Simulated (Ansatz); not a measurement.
## MnO2 in Ansatz: the effect of starting spin order

Crystal: MnO2.

```xyz
3
Lattice="1.4284 0.8247 4.5839 -1.4284 0.8247 4.5839 0.0000 -1.6494 4.5839" Properties=species:S:1:pos:R:3 pbc="T T T"
Mn    0.0000    0.0000    0.0000
O     0.0000    0.0000   10.1163
O     0.0000    0.0000    3.6355
```

Measurements of this composition are mostly on another form, of space group No. 136.

Alike in all runs:

- Program: Ansatz 0.2.0
- Task: single point
- Functional: PBEsol
- Potentials or basis: Ansatz PAW
- Cutoff: 420 eV (not typed: the program's choice for these potentials)
- k mesh: 11 × 11 × 11
- Occupations: fermi-dirac, width 0.05 eV

```tsv
starting spin order	spin	starting moments	energy over the lowest run (meV/atom)	final net moment (μB)	final largest site moment (μB)
spin off	no spin polarisation	-	?	?	?
fm	collinear spin, ferromagnetic start	[4.0, 0.0, 0.0] μB	0.0	3.00	2.49
random	collinear spin, random start	[-2.09, 0.0, 0.0] μB	0.0	-3.00	2.49
ferromagnetic start, larger moments	collinear spin, ferromagnetic start	[5.5, 0.0, 0.0] μB	0.0	3.00	2.49
```

Question: What does the run with starting spin order spin off give?

Answer: Energy over the lowest run 368.5 meV/atom; final net moment 0.00 μB; final largest site moment 0.00 μB.

Caveats: a cell with one magnetic atom can't hold antiferromagnetic order, which such compounds often take (some runs); an odd number of electrons without spin polarisation forces a metal (some runs); a magnetic or distorted state may lie lower (some runs).
